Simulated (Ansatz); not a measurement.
Os:

```
Os
1.0
     2.73410    0.00000    0.00000
    -1.36705    2.36780    0.00000
     0.00000    0.00000    4.31970
Os
2
Cartesian
  1.3671 0.7893 3.2398
  0.0000 1.5785 1.0799
```

Base run:

| Quantity | Value |
| --- | --- |
| Program | Ansatz 0.2.0 |
| Functional | BLYP |
| Potentials or basis | all-electron LAPW, scalar-relativistic |
| Cutoff | 295 eV (chosen from the basis error) |
| Basis error allowed | 0.001 eV/atom |
| k mesh | 11 × 11 × 6 |
| Occupations | fermi-dirac, width 0.05 eV |
| Spin | no spin polarisation |

Its results: pressure 25.8 GPa.

Q: The run is repeated on the same cell with these changes: functional from BLYP to PBEsol. What comes out?

A: Pressure -2.7 GPa.

PBEsol binds more tightly than BLYP, so the same cell stands under less pressure.

Caveats: so large a pressure means that the cell lies far from this level's equilibrium, or that cutoff or potentials fall short (some runs).
